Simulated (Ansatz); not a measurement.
Here is an Ansatz 0.2.0 calculation.

input.yaml

```yaml
crystal:
  lattice:
    - [2.710041, -0.017379, -0.011858]
    - [-0.017379, 2.7297, 0.033264]
    - [-0.011858, 0.033264, 2.672193]
  atoms:
    - { symbol: As, position: [0.484351, 0.505525, 0.496375] }
hamiltonian:
  xc: pbesol
  pseudopotentials: { kind: paw }
kpoints:
  mp_grid: { grid: [10, 10, 10] }
scf:
  occupations: { method: fermi_dirac, width: 0.05 }
output:
  forces: true
  stress: true
  eigenvalues: true
```

Potentials or basis: Ansatz PAW.

Command:

```console
$ ansatz run input.yaml --threads 2 --pin off --max-ram 5632MiB --backend cpu --events-out ev --progress --plain --runs-dir out
```

Question: Estimate the band gap on the k mesh.

Answer: None (metal or under the smearing width).

Question: Predict the pressure.

Answer: -1.5 GPa.

Stress tensor (GPa, compression positive):
```
-1.89  0.28  0.41
 0.28 -3.22 -0.83
 0.41 -0.83  0.54
```

Caveat: the PAW data sets come from PBE, with cores solved anew for the run's functional, which leaves a small shift of forces and pressure.
